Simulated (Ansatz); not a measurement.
# BaTe: a bulk modulus from differences

It was reached by relaxing an invented guess, and it needn't be the stable form of this composition.

Theory: DFT PBE, scalar-relativistic, plane waves, PAW (Ansatz 0.2.0). Cutoff 420 eV, Γ-centred 9×9×6 mesh (2-atom cell), Gaussian smearing of 0.02 eV, no spin polarisation.

```cif
data_structure
_symmetry_space_group_name_H-M 'P-6m2'
_symmetry_Int_Tables_number 187
_cell_length_a 4.8068
_cell_length_b 4.8068
_cell_length_c 4.4091
_cell_angle_alpha 90.000
_cell_angle_beta 90.000
_cell_angle_gamma 120.000
_cell_volume 88.22
loop_
_atom_site_label
_atom_site_type_symbol
_atom_site_symmetry_multiplicity
_atom_site_Wyckoff_symbol
_atom_site_fract_x
_atom_site_fract_y
_atom_site_fract_z
_atom_site_occupancy
Ba1 Ba 1 b 0.00000 0.00000 0.50000 1
Te1 Te 1 e 0.66667 0.33333 0.00000 1
```

The cell was set to several volumes, with shape and atoms relaxed at each where symmetry leaves them free. Pressure is positive in compression, and energies count from the lowest row.

```csv
row,V (Å³/atom),P (GPa),ΔE (meV/atom),gap on mesh (eV)
1,38.819,4.49,67.0,1.29
2,40.142,3.10,35.8,1.36
3,41.466,?,?,?
4,42.789,0.90,3.7,1.47
5,44.112,0.03,0.0,1.52
6,45.436,-0.72,3.0,1.56
7,46.759,-1.36,11.6,1.60
8,48.524,-2.08,30.7,1.64
```

Question: Find B = −V·ΔP/ΔV from rows 4 and 6 and from rows 1 and 2, and from the two its slope B′ and its value B0 at zero pressure.

Answer: Rows 4 and 6 give −(42.789 + 45.436)/2 × (-0.72 − (0.90))/(45.436 − 42.789) = 27.0 GPa at a mean pressure of 0.09 GPa. Rows 1 and 2 give −(38.819 + 40.142)/2 × (3.10 − (4.49))/(40.142 − 38.819) = 41.5 GPa at a mean pressure of 3.79 GPa. So B′ = (41.5 − 27.0)/(3.79 − (0.09)) = 3.92 and B0 = 27.0 − 3.92 × (0.09) = 26.6 GPa. A third-order Birch–Murnaghan fit to all the energies gives B0 = 26.8 GPa and B′ = 4.1.

Question: Estimate the pressure and energy of row 3.

Answer: From row 5, V0 = 44.112 × (1 + (0.03)/26.6) = 44.162 Å³/atom. Murnaghan's form P = (B0/B′)·[(V0/V)^B′ − 1] gives (26.6/3.92) × [(44.162/41.466)^3.92 − 1] = 1.90 GPa; the computed pressure is 1.92 GPa, so the estimate is off by -0.02 GPa. The work of compression from row 4, with the mean of the two pressures, gives ΔE = 3.7 + (1.90 + 0.90)/2 × (42.789 − 41.466)/160.2 × 1000 = 15.3 meV/atom (1 eV/Å³ = 160.2 GPa); the computed value is 15.2 meV/atom.

Question: Fit the gap against pressure through the other rows and estimate it at the computed pressure of row 3.

Answer: Over the 7 rows the mean pressure is 0.6229 GPa and the mean gap is 1.491 eV. The sums of products of deviations are S_xx = 34.56 and S_xy = -1.836, so the slope is -1.836/34.56 = -0.05312 (r = -1.00, rms misfit 0.00 eV). At 1.92 GPa the line gives 1.491 + (-0.05312) × (1.92 − 0.6229) = 1.42 eV. The computed value is 1.42 eV, so the line is off by 0.00 eV, no more than the largest miss among the fitted rows (0.01 eV).

Spin–orbit coupling, which can matter for Te, is left out. Kohn–Sham gaps at this level usually fall short of measured ones. The missing spin–orbit coupling can work the other way here. All volumes keep the k mesh of the relaxed cell. A later test with randomly moved atoms came back to the same energy, though modes that don't fit the test's cell weren't probed.
